Why does a many-body correction lift some empty states of diamond much further than others? PBE describes exchange and correlation by one local potential, the same for every electron. A self-energy, which takes its place in the many-body calculation, need not act on every state alike. If all empty states moved by one amount and all filled states by another, a single rigid widening of the gap, called a scissor, would turn the PBE levels into the corrected ones.

Diamond in ABINIT 10.8.3: PBE, then self-consistent COHSEX and a final G0W0 step with the Godby-Needs plasmon-pole model. The run uses PseudoDojo NC SR PBE v0.4.1 standard potentials, a 5×5×5 k mesh, 36 bands in the sums and cutoffs of 1006.82 eV (PBE), 22 Ha (GW orbitals) and 4 Ha (screening). Each column of levels counts from its own highest filled level.

| row | state k a (reciprocal cell vector) | state k b (reciprocal cell vector) | state k c (reciprocal cell vector) | state band | state start level (eV) | state corrected level (eV) | state weight z |
| --- | --- | --- | --- | --- | --- | --- | --- |
| 1 | 0.000 | 0.000 | 0.000 | top filled | 0.000 | 0.000 | 0.856 |
| 2 | 0.000 | 0.000 | 0.000 | first empty | 5.623 | 8.044 | 0.861 |
| 3 | 0.200 | 0.000 | 0.000 | top filled | -1.326 | -1.313 | 0.857 |
| 4 | 0.200 | 0.000 | 0.000 | first empty | 7.344 | 10.017 | 0.855 |
| 5 | 0.400 | 0.000 | 0.000 | top filled | -2.636 | -2.716 | 0.856 |
| 6 | 0.400 | 0.000 | 0.000 | first empty | 8.474 | 11.320 | 0.855 |
| 7 | 0.200 | 0.200 | 0.000 | top filled | -3.092 | -3.529 | 0.849 |
| 8 | 0.200 | 0.200 | 0.000 | first empty | 4.764 | 6.907 | 0.863 |
| 9 | 0.400 | 0.200 | 0.000 | top filled | -4.413 | -4.872 | 0.848 |
| 10 | 0.400 | 0.200 | 0.000 | first empty | 6.148 | 8.286 | 0.862 |
| 11 | -0.400 | 0.200 | 0.000 | top filled | -3.853 | -4.245 | 0.849 |
| 12 | -0.400 | 0.200 | 0.000 | first empty | 7.304 | 9.448 | 0.862 |
| 13 | -0.200 | 0.200 | 0.000 | top filled | -1.993 | -2.148 | 0.854 |
| 14 | -0.200 | 0.200 | 0.000 | first empty | 8.526 | 11.131 | 0.855 |
| 15 | 0.400 | 0.400 | 0.000 | top filled | -5.957 | -6.487 | 0.847 |
| 16 | 0.400 | 0.400 | 0.000 | first empty | 4.225 | 6.012 | 0.867 |
| 17 | -0.400 | 0.400 | 0.000 | top filled | -5.710 | -6.336 | 0.843 |
| 18 | -0.400 | 0.400 | 0.000 | first empty | 5.414 | 7.235 | 0.867 |
| 19 | -0.400 | 0.400 | 0.200 | top filled | -6.392 | -7.112 | 0.843 |
| 20 | -0.400 | 0.400 | 0.200 | first empty | 9.005 | 11.431 | 0.855 |

The state start level is the PBE energy. The state corrected level is the energy after a self-consistent screened-exchange step (COHSEX) and a final $G_0W_0$ step. Their difference, here called the shift, is therefore the whole change from PBE to the last level. Both energies count from the valence top, so row 1 has no shift by construction and every other shift is relative to it.

The empty states rise by 1.79 eV in row 16 and by 2.85 eV in row 6, with the other eight in between. No rigid scissor can reproduce this spread of about 1 eV. The run is not converged in bands, cutoffs and mesh, so the argument below leans on contrasts of several tenths of an electronvolt and seeks no cause for hundredths.

**The physical picture**

Exchange lowers the energy of an electron by keeping electrons of like spin away from it. The gain is large for an orbital that overlaps strongly with the filled orbitals, and screening by the other electrons reduces it. Filled states gain more than empty ones, but a local potential blurs the distinction and leaves the gap too small. The self-energy restores it, by an amount that can differ from state to state.

Three explanations of the spread offer themselves. The first blames a factor in the final step, the second the energy at which a state starts, the third the shape of its orbital.

**The tempting factor**

The state weight z, written $Z$, is the share of an electron's spectral weight that stays in one sharp level. It enters the last step as a multiplier:

$$E = E_0 + Z\,\langle \Sigma(E_0) - V_0\rangle .$$

Here $E_0$ is the level from the COHSEX step, $V_0$ the exchange-correlation operator used there, and $\Sigma$ the new self-energy. Among the ten empty states $Z$ falls as the rise grows, with a correlation of −0.94. It is easy to conclude that $Z$ sets the rise.

The size of the effect rules this out. Among the empty states $Z$ varies by only 0.012. To turn this into the observed spread, the bracket would have to have a size of about $1.06/0.012 \approx 88$ eV for every state. Even a generous 10 eV would give a spread of only 0.12 eV.

A common origin explains the close correlation better. The shift depends on the value of the self-energy in an orbital, while $Z$ depends on how fast that value changes with energy. A change of orbital or of energy can alter both. This is an argument from theory, and the table does not test it separately.

**The starting energy**

The second explanation has more substance. As a rule, a higher empty state overlaps less effectively with the filled ones, gains less from exchange and should rise further. Deep filled states should in turn sink further than those near the valence top. The bands would then be stretched as well as moved apart.

The table bears this out in part. A straight line through the empty states gives an extra rise of 0.16 eV for each electronvolt of starting energy, and it describes them better than a scissor. Among the filled states the largest downward shift, 0.72 eV, belongs to the deepest one, row 19.

Two comparisons show that energy alone does not decide. The empty states of rows 4 and 12 start only 0.04 eV apart, yet row 4 rises 0.53 eV more. Rows 8 and 12 start 2.54 eV apart and rise equally within the accuracy of the run. A steady rise with the starting energy alone can explain neither pair.

**The shape of the orbital**

A short derivation shows how the third explanation could work. Take the PBE equation for an orbital $\psi$, replace the local potential $v_{xc}$ by the self-energy $\Sigma$, and keep the orbital as it was. To first order the level then moves by

$$\Delta \approx \langle \psi|\Sigma - v_{xc}|\psi\rangle ,$$

from which the same quantity for the valence top is subtracted. The COHSEX step also alters the orbitals, so this is a guide and not an identity. It shows that two states of equal energy can move differently if their orbitals differ. Which of them rises further depends on the matrix elements, which the table does not hold.

In diamond the orbitals do differ from one wave vector to another. At the zone centre, row 2, the lowest empty state is an antibonding combination of carbon p orbitals. Towards the point X, the middle of a square face of the Brillouin zone, the lowest empty state mixes s and p. "First empty" is thus a place in the order of levels and not one kind of orbital.

Rows 2 and 18 show how much may hang on this. They start at 5.62 and 5.41 eV, close together, but row 2 lies at the zone centre and row 18 near X. Row 2 rises by 2.42 eV and row 18 by 1.82 eV. The contrast fits a change of orbital, although the calculation did not label the orbitals by symmetry.

**A simple model**

A number is needed that changes as the orbital does. The distance $d$ of the wave vector from the nearest X point can stand in for it, in units of $2\pi/a$, where $a$ is the edge of the cubic cell. For the empty states the fitted shift, with energies in eV, is

$$\Delta \approx 1.04 + 0.113\,E_{\text{start}} + 0.845\,d .$$

The filled states have their own three constants, and all twenty rows were used.

Row 4, which was part of the fit, serves as an example. It starts at 7.344 eV and lies at $d = 0.849$:

$$\Delta \approx 1.04 + 0.113\times 7.344 + 0.845\times 0.849 \approx 2.59\ \text{eV}.$$

The table gives $10.017 - 7.344 = 2.673$ eV, so the estimate of the rise is about 0.1 eV too low.

For the empty states the distance halves the typical miss of the energy-only line, from 0.22 to 0.11 eV. Some gain is bound to come with an added constant, and the distance was chosen after the shifts had been seen. The error for rows left out one at a time also falls, over all twenty rows, from 0.20 to 0.14 eV. The printed output after this text gives both fits.

The model fails most clearly in row 12, whose rise it puts 0.23 eV too high. It therefore recovers less than half of the contrast between rows 4 and 12 that had spoken against energy alone. Distance from X catches part of what changes in the orbital and misses the rest.

For the filled states the distance brings no real improvement. Their starting energy already describes the shifts to about 0.09 eV, a modest error beside the largest shift. Even so, row 7 lies 0.46 eV below row 5 and sinks 0.36 eV further, far more than the gentle slope of the line allows. Something besides energy is at work there too, and the distance from X does not capture it.

**What the numbers decide**

The numbers dismiss $Z$ as the cause of the spread and reduce the starting energy to part of the answer. Orbital shape is the explanation that theory leads one to expect and that the paired rows support, though the orbitals themselves were not examined. For another wave vector in diamond, a low-lying empty state near X should rise least, and a high one far from X should rise most.

This matters whenever a PBE band structure is repaired with a single number. A scissor set to the smallest gap on this mesh, row 16, adds 1.79 eV to every empty state. At the zone centre it would give $5.623 + 1.787 = 7.410$ eV, whereas the full calculation gives 8.044 eV. The smallest direct gap on the mesh lies there, so a spectrum of direct transitions built on that scissor would start 0.6 eV lower than one built on the corrected levels.

The practical rule is to calculate the correction at several wave vectors, among them the band edges and the states that matter for the property in question, and to interpolate between states of like character. A single scissor can serve for a group of states with similar shifts, such as rows 16 and 18. Across the whole zone it brings errors of several tenths of an electronvolt.

Output of the analysis:

```
mean rise of the empty states (eV): 2.3
rms scatter of the rises about a rigid scissor (eV): 0.336
smallest rise of an empty state (eV): 1.787
largest rise of an empty state (eV): 2.846
largest downward shift of a filled state (eV): -0.72
correlation of rise with starting level, empty states: 0.7653
correlation of rise with Z, empty states: -0.9411
range of Z among empty states (per cent of mean): 1.395
common correction needed if Z alone made the spread (eV, size): 88.25
spread that the Z range gives to a generous 10 eV correction (eV): 0.12
starting level, row 4 less row 12 (eV): 0.04
rise, row 4 less row 12 (eV): 0.529
distance from X, row 4 (2 pi/a): 0.8485
distance from X, row 12 (2 pi/a): 0.6
starting level, row 12 less row 8 (eV): 2.54
rise, row 12 less row 8 (eV): 0.001
starting level, filled row 7 less row 5 (eV): -0.456
shift, filled row 7 less row 5 (eV): -0.357
fit of shift on 20 rows: coefficient of e1 1.226 +/- 0.25, coefficient of f1 0.0771 +/- 0.12, coefficient of e1*state_start_level 0.1608 +/- 0.036, coefficient of f1*state_start_level 0.1175 +/- 0.029; rms 0.164, worst 2 -0.291, leave-one-out rms 0.204
fit of shift on 20 rows: coefficient of e1 1.039 +/- 0.16, coefficient of f1 -0.04006 +/- 0.43, coefficient of e1*state_start_level 0.1127 +/- 0.024, coefficient of f1*state_start_level 0.1043 +/- 0.051, coefficient of e1*dX 0.8446 +/- 0.16, coefficient of f1*dX 0.1172 +/- 0.43; rms 0.0956, worst 12 0.225, leave-one-out rms 0.144
rms miss, energy alone, empty states (eV): 0.2162
rms miss, energy and distance from X, empty states (eV): 0.1053
rms miss, energy alone, filled states (eV): 0.08529
rms miss, energy and distance from X, filled states (eV): 0.08471
```
